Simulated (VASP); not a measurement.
A run of VASP 6.6.1:

The input INCAR:

```
SYSTEM = TiSi
PREC     = Accurate       ! precision mode
ENCUT    = 520            ! plane-wave cutoff, eV
EDIFF    = 1E-7           ! SCF threshold, eV
ISMEAR   = 0              ! smearing method
SIGMA    = 0.1            ! smearing width, eV
LREAL    = .FALSE.        ! projectors in reciprocal space
LASPH    = .TRUE.         ! aspherical terms in the spheres
NELM     = 100            ! most SCF steps
ALGO     = Fast           ! electronic algorithm
ISIF     = 2              ! what is computed and relaxed
LWAVE    = .FALSE.        ! write WAVECAR
LCHARG   = .FALSE.        ! write CHGCAR
GGA      = PS             ! functional
NBANDS   = 15             ! bands
```

Contents of KPOINTS:

```
regular mesh
0
G
  16 16 12
  0 0 0
```

Contents of POSCAR:

```
TiSi
1.0
    1.7644895741     -2.2580224712      0.0000000000
    1.7644895741      2.2580224712      0.0000000000
    0.0000000000      0.0000000000      4.0198833332
Ti Si
1 1
Direct
    0.5000000000      0.5000000000      0.0000000000
    0.0000000000      0.0000000000      0.5000000000
```

Potentials or basis: VASP PAW PBE potentials, release 64 (Ti_sv, Si).

Run with:

```bash
$ cat potpaw_PBE.64/Ti_sv/POTCAR potpaw_PBE.64/Si/POTCAR > POTCAR
$ mpirun -np 1 vasp_std > vasp.out
```

Hardware: 1 thread of Intel(R) Xeon(R) Platinum 8488C (Sapphire Rapids) (shared host).

How long does it take, and how much memory?

Run time: 4.6 min on 1 thread of Intel(R) Xeon(R) Platinum 8488C (Sapphire Rapids), with other jobs on the host, peak memory 0.35 GiB. Counts: scf iterations 33, k points 511.
